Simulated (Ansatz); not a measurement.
SnO in the h-MgO structure, relaxed with r2SCAN, was run in the plane-wave code Ansatz under altered settings. All numbers are computed, without spin polarisation but where a row says otherwise.

```yaml
crystal:
  lattice:
    - [4.12550, 0.00000, 0.00000]
    - [-2.06275, 3.57279, 0.00000]
    - [0.00000, 0.00000, 5.18540]
  atoms:
    - { symbol: Sn, position: [0.33333, 0.66667, 0.25000] }
    - { symbol: Sn, position: [0.66667, 0.33333, 0.75000] }
    - { symbol: O, position: [0.66667, 0.33333, 0.25000] }
    - { symbol: O, position: [0.33333, 0.66667, 0.75000] }
```

The base run's other keys:
```yaml
kpoints:
  mp_grid: { grid: [6, 6, 2] }
hamiltonian:
  xc: hse06
scf:
  occupations: { method: fixed }
  n_extra_bands: 5
```

It takes 15 iterations with 1481 plane waves at 420 eV and 14 k points, and leaves a mean stress of +0.24 GPa. The gap over this mesh is 0.793 eV.

Outcomes, with energy and stress as changes against the base:
```csv
setting,outcome,ΔF (meV/atom),Δ mean stress (GPa),gap on the mesh (eV),iterations
"PBE hybrid, exx coeff 0.05, omega 0.2078 1/Å",converged,–,+1.6,0.443,11
"PBE hybrid, exx coeff 0.2, unscreened",converged,–,+0.4,1.144,16
basis.ecutrho_ratio: 1,"converged, warned",-68,-1.1,0.860,15
"kpoints.mp_grid.grid: [1, 1, 1]","converged, warned",-998,-5.0,7.958,13
```
A dash marks a value that wasn't obtained or can't be compared. Stress is positive in compression. The base's mesh is coarse for a hybrid, so its own values aren't converged.

- PBE hybrid, exx coeff 0.05, omega 0.2078 1/Å. That is 5 % exact exchange, screened with ω = 0.2078 1/Å, against HSE06's 25 % screened at 0.208 1/Å. The mean stress moves by +1.6 GPa and the gap on the mesh by -0.350 eV (to 0.443). Totals of different functionals aren't comparable.
- PBE hybrid, exx coeff 0.2, unscreened. That is 20 % exact exchange, at all ranges, against HSE06's 25 % screened at 0.208 1/Å. The mean stress moves by +0.4 GPa and the gap on the mesh by +0.351 eV (to 1.144). Totals of different functionals aren't comparable.
- basis.ecutrho_ratio: 1. The free energy moves by -68 meV an atom, the mean stress by -1.1 GPa and the gap on the mesh by +0.067 eV (to 0.860). A density grid this coarse aliases the density, so the change is an error. Warned: cutoff below recommended.
- kpoints.mp_grid.grid: [1, 1, 1]. The free energy moves by -998 meV an atom, the mean stress by -5.0 GPa (single components by up to 22.9) and the gap on the mesh by +7.165 eV (to 7.958). The gap changes mostly because other points are sampled; a mesh that misses a band edge overestimates it. The mesh is too coarse. Warned: gap may close across zone.

Spin-orbit coupling is left out, which matters wherever the heavy atoms make up the band edges.

The program warns that its thresholds are loose for a hybrid's stress.

The meshes of the hybrids are coarse, so their gaps aren't converged to the digits shown.
